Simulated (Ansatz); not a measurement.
Crystal: V.

```xyz
2
Lattice="2.6043 0.0000 0.0000 -1.3021 2.2554 0.0000 0.0000 0.0000 4.7233" Properties=species:S:1:pos:R:3 pbc="T T T"
V     0.0000    1.5036    1.1808
V     1.3021    0.7518    3.5425
```

This isn't the form of V at room conditions, which is bcc.

Alike in all runs: program Ansatz 0.2.0; functional PBE; potentials or basis Ansatz PAW; cutoff 420 eV (not typed: the program's choice for these potentials); k mesh 10 × 10 × 5; occupations fermi-dirac, width 0.05 eV.

The same cell was started in several ways:

| start | free energy over the lowest (meV/atom) | net moment (μB) | site or absolute moments (μB) | gap |
| --- | --- | --- | --- | --- |
| collinear spin, ferromagnetic start of up to 4 μB; fixed moment 8 | 2766.9 | 8.00 | V +3.09 | - |
| collinear spin, ferromagnetic start of up to 0.5 μB; fixed moment 1 | 21.9 | 1.00 | V +0.40 | - |
| collinear spin, program default start; fixed moment 0 | 0.0 | 0.00 | - | - |
| collinear spin, ferromagnetic start of up to 1 μB; fixed moment 2 | 97.7 | 2.00 | V +0.81 | - |
| collinear spin, ferromagnetic start of up to 3 μB; fixed moment 6 | 1361.0 | 6.00 | V +2.39 | - |
| collinear spin, ferromagnetic start of up to 2.5 μB; fixed moment 5 | 898.6 | 5.00 | V +2.00 | - |
| collinear spin, ferromagnetic start of up to 2 μB; fixed moment 4 | 551.8 | 4.00 | V +1.60 | - |
| collinear spin, ferromagnetic start of up to 1.5 μB; fixed moment 3 | 275.6 | 3.00 | V +1.21 | - |

All polarised runs hold their moment fixed, so the table maps the energy against it. A still lower state may exist.

Caveats: the total moment is fixed, so each spin has its own Fermi level.
